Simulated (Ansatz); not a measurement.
ZrC: band structure with revPBE

ZrC:

```
Zr C
1.0
     0.00000    2.36500    2.36500
     2.36500    0.00000    2.36500
     2.36500    2.36500    0.00000
Zr C
1 1
Direct
  0.50000 0.50000 0.50000
  0.00000 0.00000 0.00000
```

```
Program                             : Ansatz 0.2.0
Task                                : band structure
Functional                          : revPBE
Potentials or basis                 : Ansatz PAW
Cutoff                              : 420 eV (not typed: the program's choice for these potentials)
k mesh                              : 10 × 10 × 10
Occupations                         : fermi-dirac, width 0.05 eV
Spin                                : no spin polarisation
Path                                : [["G", "X", "W", "K", "G", "L", "U", "W", "L", "K"], ["U", "X"]]
Points for each segment of the path : 14
```

```
Pressure               : -0.5 GPa
Band gap on the k mesh : none (metal or under the smearing width)
```

Levels at the corners of the path, in eV from the Fermi level:
| point | band 6 | band 7 | band 8 | band 9 | band 10 | band 11 |
| --- | --- | --- | --- | --- | --- | --- |
| Γ | 0.92 | 0.92 | 0.92 | 1.09 | 1.09 | 1.09 |
| X | -2.11 | -1.70 | 0.03 | 0.03 | 4.33 | 5.52 |
| W | -2.61 | -2.35 | -2.35 | 3.23 | 3.23 | 5.53 |
| K | -3.02 | -2.31 | -1.56 | 1.48 | 4.77 | 5.28 |
| Γ | 0.92 | 0.92 | 0.92 | 1.09 | 1.09 | 1.09 |
| L | -5.23 | -2.89 | -2.89 | 4.39 | 4.39 | 5.22 |
| U | -3.02 | -2.31 | -1.56 | 1.48 | 4.77 | 5.28 |
| W | -2.61 | -2.35 | -2.35 | 3.23 | 3.23 | 5.53 |
| L | -5.23 | -2.89 | -2.89 | 4.39 | 4.39 | 5.22 |
| K | -3.02 | -2.31 | -1.56 | 1.48 | 4.77 | 5.28 |
| U | -3.02 | -2.31 | -1.56 | 1.48 | 4.77 | 5.28 |
| X | -2.11 | -1.70 | 0.03 | 0.03 | 4.33 | 5.52 |

It took 1.3 s on 2 threads of Arm Neoverse V1, on a shared host, peak memory 0.28 GiB.

Caveat: the PAW data sets come from PBE, with cores solved anew for the run's functional, which leaves a small shift of forces and pressure.
